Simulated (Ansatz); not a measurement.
A first try at an equation of state with a fit of PbS, space group P-6m2, using Ansatz's Python interface.

`eos_pbs.py`:
```python
"""Equation of state of PbS."""

import warnings

import ansatz as az
import numpy as np

vectors0 = np.array([
    [4.089698, 0.0, 0.0],
    [-2.044849, 3.541782, 0.0],
    [0.0, 0.0, 3.788167],
])
sites = [
    ("Pb", (0.0, 0.0, 0.0)),
    ("S", (2 / 3, 1 / 3, 0.5)),
]


def crystal_on(cell):
    crystal = az.Crystal(lattice=az.Lattice.of(cell))
    for symbol, position in sites:
        crystal = crystal.atom(symbol, position)
    return crystal

warnings.simplefilter("ignore", az.DeckWarning)

# scale the volume, keep shape and fractions
volumes, energies, pressures = [], [], []
for scale in np.linspace(0.9, 1.1, 9):
    cell = vectors0 * scale ** (1 / 3)
    model = (
        crystal_on(cell).calculation()
        .functional(az.Functional.LDA)
        .occupations(az.OccupationsMethod.FIXED)
        .basis(500)
        .kpoints(6, 6, 6)
        .stress()
    )
    rep = model.run().report
    volumes.append(abs(np.linalg.det(cell)) / len(sites))
    energies.append(rep["free_energy_ev"] / len(sites))
    pressures.append(np.trace(rep["stress_gpa"]) / 3)
    print(f"V = {volumes[-1]:8.4f} A^3/atom  F = {energies[-1]:.5f} eV/atom  P = {pressures[-1]:8.3f} GPa")

# third-order Birch-Murnaghan: a cubic in V^(-2/3)
x = np.array(volumes) ** (-2 / 3)
poly = np.polynomial.Polynomial.fit(x, energies, 3).convert()
roots = poly.deriv().roots()
x0 = min((r.real for r in roots if abs(r.imag) < 1e-9 and poly.deriv(2)(r.real) > 0), key=lambda r: abs(r - x.mean()))
v0 = x0 ** -1.5
b0 = 4 / 9 * poly.deriv(2)(x0) * v0 ** (-7 / 3) * 160.21766
b1 = 4 + 2 / 3 * x0 * poly.deriv(3)(x0) / poly.deriv(2)(x0)
print(f"V0 = {v0:.4f} A^3/atom, B0 = {b0:.1f} GPa, dB/dP = {b1:.2f}")
```

```console
$ python eos_pbs.py
RunWarning: iter 1: σ=0 fill of 10 bands saw a band overlap (occupied 9.3092 eV > unoccupied 8.0179 eV) — on an unconverged iterate often a transient of an unconverged empty band; one that stands at the close is told there (band_overlap_at_count); if the run [...]
RunWarning: the bands overlap at the fill by count (10 filled at each k-point of a channel): the highest filled level, 9.239203 eV at k-index 24, stands 1.2001 eV over the lowest empty one, 8.039088 eV at k-index 27, so that a fill of the lowest levels lies [...]
V =  24.6919 A^3/atom  F = -6236.34098 eV/atom  P =    1.768 GPa
V =  25.3778 A^3/atom  F = -6236.34451 eV/atom  P =   -0.075 GPa
V =  26.0637 A^3/atom  F = -6236.34069 eV/atom  P =   -1.668 GPa
V =  26.7496 A^3/atom  F = -6236.33054 eV/atom  P =   -3.044 GPa
V =  27.4355 A^3/atom  F = -6236.31490 eV/atom  P =   -4.233 GPa
V =  28.1213 A^3/atom  F = -6236.29453 eV/atom  P =   -5.258 GPa
V =  28.8072 A^3/atom  F = -6236.27008 eV/atom  P =   -6.140 GPa
V =  29.4931 A^3/atom  F = -6236.24213 eV/atom  P =   -6.899 GPa
V =  30.1790 A^3/atom  F = -6236.21117 eV/atom  P =   -7.549 GPa
V0 = 25.3479 A^3/atom, B0 = 63.8 GPa, dB/dP = 4.47
```
(Warnings from the package without file and line, shortened, repeats left out.)

No error stopped it. What is wrong with the input all the same?

The fault: fixed occupations, though the bands overlap at this level of theory. Mended:

```diff
--- before
+++ after
@@ -33,3 +33,3 @@
         .functional(az.Functional.LDA)
-        .occupations(az.OccupationsMethod.FIXED)
+        .occupations("fermi_dirac", width=0.05)
         .basis(500)
```

After the fix:

```console
$ python eos_pbs.py
V =  24.6919 A^3/atom  F = -6236.35298 eV/atom  P =    1.240 GPa
V =  25.3778 A^3/atom  F = -6236.35442 eV/atom  P =   -0.516 GPa
V =  26.0637 A^3/atom  F = -6236.34892 eV/atom  P =   -2.017 GPa
V =  26.7496 A^3/atom  F = -6236.33738 eV/atom  P =   -3.349 GPa
V =  27.4355 A^3/atom  F = -6236.32049 eV/atom  P =   -4.511 GPa
V =  28.1213 A^3/atom  F = -6236.29898 eV/atom  P =   -5.514 GPa
V =  28.8072 A^3/atom  F = -6236.27349 eV/atom  P =   -6.375 GPa
V =  29.4931 A^3/atom  F = -6236.24458 eV/atom  P =   -7.107 GPa
V =  30.1790 A^3/atom  F = -6236.21281 eV/atom  P =   -7.717 GPa
V0 = 25.1707 A^3/atom, B0 = 62.8 GPa, dB/dP = 4.26
```

Notes:
- Total energies depend on the potentials; only differences at equal settings carry meaning.
- Shape and fractional positions are held along the curve, so the bulk modulus is an upper value where they are free to relax, by a factor of two or more in layered or hydrogen-bonded cells.
- The mesh is modest for a metal, so energies can be off by several to tens of meV an atom and pressures by half a GPa or more; differences at equal mesh fare better.
- Pressure is positive in compression.
- Spin-orbit coupling, which matters for elements this heavy, is left out.
- This cell is a computed structure, which may not be the phase found in nature.
- Timing: 26 s on 1 thread of Arm Neoverse V1, with other jobs on the host, peak memory 0.41 GiB.
